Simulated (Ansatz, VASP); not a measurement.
Au in VASP and in Ansatz

```xyz
1
Lattice="2.7846 0.0000 0.0000 0.0000 2.7846 0.0000 0.0000 0.0000 2.7846" Properties=species:S:1:pos:R:3 pbc="T T T"
Au    1.3923    1.3923    1.3923
```

The cell was built by a generator and needn't be a form met in nature.

Alike in both runs: task single point; functional PBE; k mesh 10 × 10 × 10; occupations fermi-dirac, width 0.05 eV; no spin polarisation.

|  | VASP | Ansatz |
| --- | --- | --- |
| version | VASP 6.6.1 | Ansatz 0.2.0 |
| potentials or method | VASP PAW PBE potentials, release 64 (Au) | Ansatz PAW soft_1 |
| plane-wave cutoff (eV) | 520 | 420 |
| valence electrons in the cell | 11 | 19 |

|  | VASP | Ansatz | Ansatz less VASP |
| --- | --- | --- | --- |
| gap on the k mesh at the Fermi level (eV) | none | none | - |
| pressure (GPa) | -3.7 | -3.5 | +0.15 |

A gap of «none» marks a metal or a gap that the smearing closes. The two sets of potentials don't hold the same shells in valence.

The runs have no spin-orbit coupling, so splittings on Au are missing.
